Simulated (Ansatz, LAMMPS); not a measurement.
# Relaxing amorphous SiO2 (96 atoms), part 4 of 4

How does amorphous SiO2 (96 atoms) relax, and what do bonds, charges and levels look like afterwards?

Ansatz 0.2.0; Kohn-Sham DFT, PBE, PAW (set soft_2), plane waves.

The cell: 32 Si and 64 O. The quench rate of 50 K/ps is orders of magnitude faster than experiment. The starting topology of bonds comes from the classical model. The Brillouin zone is sampled at Γ only, in a cell whose shortest periodic width is 12 Å.

So far. Step 4 (Relaxation): The relaxation changed the energy by -30.0 meV/atom, and atoms moved by 0.16 Å r.m.s., 0.46 Å at most.

## Step 7: Functional HSE06

HSE06 mixes in a quarter of exact exchange at short range, which counters self-interaction, at a higher cost.

This step: Kohn-Sham DFT, HSE06, PAW (set soft_2), plane waves (Ansatz 0.2.0).

File input.yaml:

```yaml
crystal:
  lattice:
    - [11.6871, 0.0, 0.0]
    - [0.0, 11.6871, 0.0]
    - [0.0, 0.0, 11.6871]
  atoms:
    [... the 96 atom lines of step 6 ...]
kpoints:
  mp_grid: { grid: [1, 1, 1] }
hamiltonian:
  xc: hse06
scf:
  occupations: { method: fermi_dirac, width: 0.025 }
output:
  forces: true
  stress: true
  populations: true
  dos:
    method: { smearing: { sigma: 0.08 } }
    de: 0.05
    projected: { site_lists: { O: [O], Si: [Si] } }
  eigenvalues: true
```

Command:

```
$ ansatz run input.yaml --threads 4 --pin off --max-ram 8192MiB --backend cpu --events-out ev --progress --plain --runs-dir out
```

Numbers of over 12 decimals in the logs are rounded to 6 here.

Output:

```text
Warning: output.stress: scf.convergence.dr2_threshold = 1e-7 eV (the SCF's general default) is looser than the 1.6e-9 eV advised for a printed stress (1e-10 eV for each atom of the cell: 96, of which 16 are counted). What an SCF threshold leaves in a stress goes as its square root, and in the free energy as the threshold itself, and one threshold admits the most on a small cell: [...]
Warning: output.stress: scf.exx.energy_threshold = 1e-6 eV is looser than the 1.6e-7 eV advised for a stress under a hybrid functional (1e-8 eV for each atom of the cell: 96, of which 16 are counted). Every SCF of the exchange loop can meet its threshold on dr2 while the loop round them stops early: [...]
exact exchange: scf.exx.singularity resolves to wigner_seitz, which cuts the screened interaction at the faces of the exchange supercell's Wigner-Seitz cell, so that each pair interacts once, at the shortest of its separations (the periodic images that this leaves out come, [...]
[...]
Crystal: 96 atoms, lattice volume = 1596.321 Å³
Basis set: ecut = 420 eV, 31343 PW (Γ), exchange–correlation on 160×160×160 points (8 copies of the dense FFT grid, shifted against one another)
Bands: 352, of which v1, the nominal top of the filled ones, is band 256 counted from 1 (255 counted from 0)
Symmetry: 1 space group operations
[...]
k-points: 1
[...]
SCF iter   1: F=—  HF=-56760.423964 eV  |F-HF|=—  |Δ(HF+E_count)|=         —  Δρ=3.86e-3  dr2=5.72e-1  ethr=1.77e-3  ⟨swp⟩=14.0  Hψ=2161  notcnv=0
[...]
SCF iter   4: F=—  HF=-56760.268891 eV  |F-HF|=—  |Δ(HF+E_count)|=   1.96e-3  Δρ=5.68e-4  dr2=3.83e-3  ethr=4.58e-6  ⟨swp⟩=20.0  Hψ=839  notcnv=0  defer=1
SCF iter   5: F=-56760.268784 eV  HF=-56760.268806 eV  |F-HF|=2.17e-5  |Δ(HF+E_count)|=   8.50e-5  Δρ=1.91e-4  dr2=3.19e-4  ethr=7.49e-7  ⟨swp⟩=6.0  Hψ=764  notcnv=0  defer=1
SCF 1 stopped early in 5 iterations: F = -56760.268784 eV  dr2 = 3.19e-4
[...]
Exchange kernel: α = 0.2500, screened, ω = 0.2079 Å⁻¹, Wigner–Seitz truncation, v(0) = 970.5866 eV·Å³, q-mesh 1×1×1, nearest image of the exchange supercell L = 11.69 Å, pair-density grid 60×60×60, without the augmentation charges, whose exchange is taken in its separable form (sized by the pseudopotential files, [...]
Frozen-core exchange: fock
SCF iter   1: F=—  HF=-56769.694155 eV  |F-HF|=—  |Δ(HF+E_count)|=         —  Δρ=6.26e-3  dr2=5.35e-1  ethr=6.23e-7  ⟨swp⟩=19.0  Hψ=2175  notcnv=0
[...]
SCF iter   6: F=—  HF=-56769.666464 eV  |F-HF|=—  |Δ(HF+E_count)|=   2.52e-3  Δρ=2.04e-4  dr2=5.76e-4  ethr=2.99e-8  ⟨swp⟩=5.0  Hψ=1231  notcnv=0
SCF iter   7: F=-56769.666282 eV  HF=-56769.666297 eV  |F-HF|=1.43e-5  |Δ(HF+E_count)|=   1.67e-4  Δρ=4.37e-5  dr2=3.26e-5  ethr=2.99e-8  ⟨swp⟩=5.0  Hψ=891  notcnv=0
SCF 2 stopped early in 7 iterations: F = -56769.666282 eV  dr2 = 3.26e-5
  Residual-converged pass: ⟨swp⟩=4.0  Hψ=1041  notcnv=0  max |occ|·‖R‖ = 4.2e-6 eV (tolerance 6.7e-6 eV)  dr2=3.35e-5  dr2_onsite=1.79e-6  max |Δocc| = 0.0e0
[...]
hybrid outer 1: dexx = +1.890e-1 eV, tail = 2.39e-4 eV
[...]
Frozen-core exchange: fock
SCF iter   1: F=—  HF=-56769.663568 eV  |F-HF|=—  |Δ(HF+E_count)|=         —  Δρ=4.39e-5  dr2=1.98e-5  ethr=2.33e-7  ⟨swp⟩=15.0  Hψ=1120  notcnv=0
[...]
SCF iter   5: F=-56769.663566 eV  HF=-56769.663566 eV  |F-HF|=3.96e-9  |Δ(HF+E_count)|=   2.72e-9  Δρ=8.31e-7  dr2=9.02e-9  ethr=7.45e-12  ⟨swp⟩=7.0  Hψ=827  notcnv=0  defer=5
SCF 3 converged in 5 iterations: F = -56769.663566 eV  dr2 = 9.02e-9
[...]
hybrid outer 2: dexx = +3.212e-6 eV, tail = 5.43e-8 eV, Δε = 3.44e-3 eV (about 5.62e-5 eV left of the loop's levels), ΔF = 5.66e-3 eV/Å (tail 4.18e-4)
hybrid SCF converged: 2 outer / 12 inner (+5 warm-up), last move |dexx| = 3.21e-6 eV, tail = 5.43e-8 eV
Stability not checked: this state was not tested for a lower state beside it, because the functional holds exact exchange (a hybrid, or Hartree-Fock), whose exchange loop this test does not read (fock_operator; see scf.lower_state_search)
Free energy (F): -56769.663566 eV
Frozen-core exchange: fock
[...]
Internal energy: -56769.663566 eV  (E = F + TS)
E sigma→0 (E₀):  -56769.663566 eV
Fermi energy:    3.761404 eV
[...]
Σ components = -56769.663566   (vs F -56769.663566, Δ=1.46e-11)
--- Forces (eV/Å), atoms counted from 1 ---
  atom   1  Si    -0.00914061     0.00680106     0.01897413
  atom   2  Si     0.04742816    -0.07603422    -0.03506631
  atom   3  Si    -0.08965949     0.00784923     0.08514597
  atom   4  Si     0.03420342     0.00310004    -0.06650659
[...]
atom  96  O      0.13194694    -0.00549967     0.00285002
  max |Σ_I F_I| component: 2.82e-4 eV/Å
--- Stress (GPa, compression-positive) ---
       -5.340091      -0.139847      -1.506293
       -0.139847      -5.107564      -0.545960
       -1.506294      -0.545959      -5.124213
  P = ⅓ Tr σ = -5.1906 GPa (-51.906 kbar)
--- Band table (eV) ---
[...]
--- Löwdin populations: 96 sites ---
  site symbol       q [e]
     0     Si      2.1434
     1     Si      2.1281
     2     Si      2.1478
[...]
95      O      6.8225
  spilling = 0.013955 (of n_electrons = 512.000000)
```

Elapsed: 3.3 min, on 4 threads of Intel Xeon Platinum 8488C (Sapphire Rapids), shared host; peak memory 4.8 GiB; 12 min of CPU time.

The program notes that the exchange threshold is loose for the stress and the SCF threshold is loose for the stress.

Geometry and reference: those of the single point at the relaxed geometry.

Forces differ from those of the single point at the relaxed geometry by 186 meV/Å r.m.s.; the pressure by -4.2 GPa and the gap by +1.6 eV. It took 3.3 min and 17 cycles; the reference's time can't be set against it, since the two runs asked for unlike analyses.

The run gave:

| Quantity | Value |
| --- | --- |
| free energy | -56769.6636 eV |
| free energy per atom | -591.3507 eV/atom |
| SCF cycles | 17 |
| pressure | -5.191 GPa |
| r.m.s. force component | 0.1858 eV/Å |
| longest force | 0.9215 eV/Å |
| Fermi energy | 3.761 eV |
| gap (highest filled to lowest empty level) | 3.89 eV |
| spilling of the projection | 0.01396 |

Length of the force by element and coordination:

```tsv
element	coordination	atoms	mean length of the force (eV/Å)	spread	least	most
O	all	64	0.358	0.154	0.0874	0.921
O	1	2	0.889	0.0328	0.856	0.921
O	2	60	0.346	0.120	0.132	0.582
O	3	2	0.164	0.0768	0.0874	0.241
Si	all	32	0.0734	0.0401	0.0185	0.180
```

Löwdin charges by element and coordination (they lack the spilled electrons, 0.074 e an atom on average):

```tsv
element	coordination	atoms	mean charge (e)	spread	least	most
O	all	64	-0.814	0.0198	-0.913	-0.755
O	1	2	-0.892	0.0204	-0.913	-0.872
O	2	60	-0.813	0.0098	-0.836	-0.786
O	3	2	-0.759	0.0036	-0.762	-0.755
Si	all	32	1.85	0.0329	1.72	1.89
```

Density of states as counts of states in windows of 1 eV (from the Fermi level), total and the larger projections:

```tsv
from (eV)	to (eV)	total	O p	Si p
-10	-9	18.5	14.9	2.8
-9	-8	35.3	30.0	3.1
-8	-7	67.7	61.9	3.0
-7	-6	77.0	72.5	2.2
-6	-5	54.1	52.1	0.8
-5	-4	5.2	5.0	0.1
-4	-3	4.0	3.5	0.1
-3	-2	5.5	5.0	0.4
-2	-1	2.5	2.3	0.1
-1	1	0.0	0.0	0.0
1	2	1.4	0.1	0.0
2	3	1.1	0.1	0.1
3	4	10.7	0.8	3.0
4	5	23.0	1.8	9.3
```

Between -26 and -10 eV lie 237 more states.

The levels nearest the highest filled one (over half full), pooled over k-points and spins:

```tsv
level less the highest filled one (eV)	occupation
-1.88	2
-1.69	2
-0.274	2
-0.231	2
-0.109	2
0	2
3.89	0
4.96	0
5.52	0
5.53	0
5.59	0
5.68	0
```

## Step 8: Functional r2SCAN (500 eV)

The meta-GGA r2SCAN uses the kinetic energy density as well as the density and its gradient. Besides, the cutoff goes from 420 to 500 eV.

This step: Kohn-Sham DFT, r2SCAN, PAW (set soft_2), plane waves (Ansatz 0.2.0).

input.yaml, as its differences from that of step 7:

```diff
@@ -10,3 +10,3 @@
 hamiltonian:
-  xc: hse06
+  xc: r2scan
 scf:
```

Output:

```text
[...]
Crystal: 96 atoms, lattice volume = 1596.321 Å³
Basis set: ecut = 500 eV, 40651 PW (Γ), exchange–correlation on 360×360×360 points (64 copies of the dense FFT grid, shifted against one another)
Bands: 352, of which v1, the nominal top of the filled ones, is band 256 counted from 1 (255 counted from 0)
Symmetry: 1 space group operations
[...]
k-points: 1
[...]
SCF iter   1: F=—  HF=-56948.050406 eV  |F-HF|=—  |Δ(HF+E_count)|=         —  Δρ=7.59e-3  dr2=1.39e0  dr2_τ=7.71e0  ethr=1.77e-3  ⟨swp⟩=7.0  Hψ=1752  notcnv=0  defer=68
[...]
SCF iter   8: F=—  HF=-56950.260065 eV  |F-HF|=—  |Δ(HF+E_count)|=   2.48e-6  Δρ=7.07e-6  dr2=5.76e-7  dr2_τ=9.61e-8  ethr=1.16e-9  ⟨swp⟩=3.0  Hψ=467  notcnv=0  defer=89
SCF iter   9: F=-56950.260065 eV  HF=-56950.260065 eV  |F-HF|=1.54e-8  |Δ(HF+E_count)|=   4.27e-7  Δρ=2.35e-6  dr2=7.48e-8  dr2_τ=8.85e-9  ethr=1.95e-11  ⟨swp⟩=17.0  Hψ=2256  notcnv=0
SCF 1 converged in 9 iterations: F = -56950.260065 eV  dr2 = 7.48e-8
[...]
SCF converged after 9 iterations
Free energy (F): -56950.260065 eV
[...]
Internal energy: -56950.260065 eV  (E = F + TS)
E sigma→0 (E₀):  -56950.260065 eV
Fermi energy:    4.057033 eV
[...]
Σ components = -56950.260065   (vs F -56950.260065, Δ=0.00e0)
--- Forces (eV/Å), atoms counted from 1 ---
  atom   1  Si    -0.01734971     0.02614979     0.01942068
  atom   2  Si     0.05176888    -0.08068761    -0.01492298
  atom   3  Si    -0.05280996     0.00373229     0.08296457
  atom   4  Si     0.01536013    -0.00945393    -0.04802733
[...]
atom  96  O      0.11440491    -0.00490858    -0.00059057
  max |Σ_I F_I| component: 9.72e-5 eV/Å
--- Stress (GPa, compression-positive) ---
       -5.183474      -0.132919      -1.513974
       -0.132920      -4.979861      -0.531123
       -1.513976      -0.531124      -4.943437
  P = ⅓ Tr σ = -5.0356 GPa (-50.356 kbar)
--- Band table (eV) ---
[...]
--- Löwdin populations: 96 sites ---
  site symbol       q [e]
     0     Si      2.1390
     1     Si      2.1229
     2     Si      2.1450
[...]
95      O      6.8271
  spilling = 0.013736 (of n_electrons = 512.000000)
```

It took 35 s on 4 threads; peak memory 4.4 GiB.

Geometry and reference: those of the single point at the relaxed geometry.

Forces differ from those of the single point at the relaxed geometry by 157 meV/Å r.m.s.; the pressure by -4.0 GPa and the gap by +0.57 eV. It took 35 s and 9 cycles; the reference's time can't be set against it, since the two runs asked for unlike analyses.

## Step 9: Functional PBEsol

PBEsol restores the gradient expansion of exchange for slowly varying densities and usually gives shorter bonds in solids than PBE.

This step: Kohn-Sham DFT, PBEsol, PAW (set soft_2), plane waves (Ansatz 0.2.0).

input.yaml, as its differences from that of step 8:

```diff
@@ -10,3 +10,3 @@
 hamiltonian:
-  xc: r2scan
+  xc: pbesol
 scf:
```

Output:

```text
[...]
Crystal: 96 atoms, lattice volume = 1596.321 Å³
Basis set: ecut = 420 eV, 31343 PW (Γ), exchange–correlation on 160×160×160 points (8 copies of the dense FFT grid, shifted against one another)
Bands: 352, of which v1, the nominal top of the filled ones, is band 256 counted from 1 (255 counted from 0)
Symmetry: 1 space group operations
[...]
k-points: 1
[...]
SCF iter   1: F=—  HF=-55881.616888 eV  |F-HF|=—  |Δ(HF+E_count)|=         —  Δρ=1.13e-2  dr2=1.88e0  ethr=1.77e-3  ⟨swp⟩=8.0  Hψ=1754  notcnv=0  defer=65
[...]
SCF iter   9: F=—  HF=-55881.036744 eV  |F-HF|=—  |Δ(HF+E_count)|=   1.60e-7  Δρ=2.99e-6  dr2=1.17e-7  ethr=1.46e-10  ⟨swp⟩=3.0  Hψ=523  notcnv=0  defer=89
SCF iter  10: F=-55881.036744 eV  HF=-55881.036744 eV  |F-HF|=6.30e-9  |Δ(HF+E_count)|=   3.17e-8  Δρ=8.30e-7  dr2=9.59e-9  ethr=1.95e-11  ⟨swp⟩=15.0  Hψ=2287  notcnv=0
SCF 1 converged in 10 iterations: F = -55881.036744 eV  dr2 = 9.59e-9
[...]
SCF converged after 10 iterations
Free energy (F): -55881.036744 eV
[...]
Internal energy: -55881.036744 eV  (E = F + TS)
E sigma→0 (E₀):  -55881.036744 eV
Fermi energy:    3.970325 eV
[...]
Σ components = -55881.036744   (vs F -55881.036744, Δ=0.00e0)
--- Forces (eV/Å), atoms counted from 1 ---
  atom   1  Si    -0.00553240     0.04489195     0.00909228
  atom   2  Si     0.01355953    -0.00359188     0.06395452
  atom   3  Si     0.08601564    -0.01223590     0.00666950
  atom   4  Si    -0.02618900     0.03897485    -0.00292492
[...]
atom  96  O      0.05196235     0.00193169     0.01179082
  max |Σ_I F_I| component: 2.55e-5 eV/Å
--- Stress (GPa, compression-positive) ---
       -3.197651      -0.104643      -1.456442
       -0.104643      -3.018247      -0.450370
       -1.456443      -0.450370      -2.926709
  P = ⅓ Tr σ = -3.0475 GPa (-30.475 kbar)
--- Band table (eV) ---
[...]
--- Löwdin populations: 96 sites ---
  site symbol       q [e]
     0     Si      2.2311
     1     Si      2.2150
     2     Si      2.2381
[...]
95      O      6.7781
  spilling = 0.013964 (of n_electrons = 512.000000)
```

Wall time 16 s (4 threads); peak memory 2 GiB.

Geometry and reference: those of the single point at the relaxed geometry.

Forces differ from those of the single point at the relaxed geometry by 61 meV/Å r.m.s.; the pressure by -2.0 GPa and the gap by -0.005 eV.

## Step 10: All settings compared

Each row is set against the single point at the relaxed geometry (Kohn-Sham DFT, PBE, PAW (set soft_2), plane waves; r.m.s. force component 0.00582 eV/Å). Times are for 4 threads of Intel Xeon Platinum 8488C (Sapphire Rapids), shared host. The reference's time includes grids, which some other runs skip.

```tsv
run	Δ force, r.m.s. (meV/Å)	Δ pressure (GPa)	Δ gap (eV)	cycles	time	host memory (GiB)
reference	-	-	-	9	13 s	2.0
functional HSE06	186	-4.16	1.60	17	3.3 min	4.8
functional r2SCAN (500 eV)	157	-4.00	0.573	9	35 s	4.4
functional PBEsol	61.3	-2.01	-0.005	10	16 s	2.0
```

## Step 11: Results

```
energy change in the relaxation                  : -30.05 meV/atom
r.m.s. displacement                              : 0.162 Å
largest displacement                             : 0.458 Å
free energy per atom                             : -591.2524 eV/atom
pressure                                         : -1.034 GPa
r.m.s. force component                           : 0.00582 eV/Å
gap (highest filled to lowest empty level) : 2.295 eV
wall time of the 6 DFT runs                      : 6.1 min
```

Relaxation lowers the energy by 30.0 meV/atom and moves atoms by 0.16 Å r.m.s.; the r.m.s. force component goes from 0.79 to 0.0058 eV/Å. By the final cutoffs 0 of 127 bonded pairs parted and 1 joined. From the first step to the last the energy fell by 2.885 eV, and the largest move was 0.46 Å (O64). The O-Si bonds go from 1.621 Å (spread 0.018) to 1.639 Å (spread 0.046), and their number from 127 to 128. Counting bonds as in the table, 94 % of O atoms have 2 and all Si atoms have 4 bonded neighbours. 94 % of the oxygens bridge two formers (Si) and 3 % are non-bridging; 3 % join three. Filled and empty levels are parted by 2.29 eV (at Γ alone); a semilocal functional tends to put such gaps too low. In a disordered cell it changes from sample to sample, and tail or defect levels can set it.

Among the changes of functional, dispersion, potentials or spin set against this reference, functional HSE06 moves the forces most, by 186 meV/Å r.m.s. The gap changes by +1.60 eV with HSE06.

Caveats: The starting topology of bonds comes from the classical model; in DFT 0 of its 127 bonded pairs passed out of the cutoffs and 1 came within them.

Against the measurements quoted at the start:

```tsv
quantity	measured	this cell	difference	method of the measurement
nearest Si–O distance	1.61 Å	1.64 Å	+1.8 %	high-energy XRD, PDF Gaussian fit
nearest Si–Si distance	3.08 Å	3.12 Å	+1.3 %	diffraction, Gaussian radial peak fit
nearest O–O distance	2.63 Å	2.67 Å	+1.5 %	diffraction, Gaussian radial peak fit
number of O about Si	4	4	+0.0 %	high-energy XRD, PDF Gaussian fit
Si–O–Si angle	148.3 °	144 °	-2.8 %	x-ray and neutron diffraction, model fit
```

The cell differs from the measured distances by up to 1.8 %, neighbour counts by up to 0.0 % and angles by up to 2.8 %. Distances of this cell are positions of the first main peak of g(r), or bond means where the peak is narrow; means over all bonds within a cutoff lie farther out for broad shells. The network comes from the model that made the cell; in DFT 0 of its 127 bonded pairs passed out of the cutoffs and 1 came within them. Our coordination numbers hang on a cutoff, and experiments count neighbours in their own ways.

[Logs are printed without paths, hosts, clocks, repeated set-up lines and the standing remarks that a program may print on its own settings, such as how far it seeks lower states.]

[Hosts, paths, dates, database ids (printed as entryN), source tags and the programs' standing remarks are cut or masked in the printed files.]
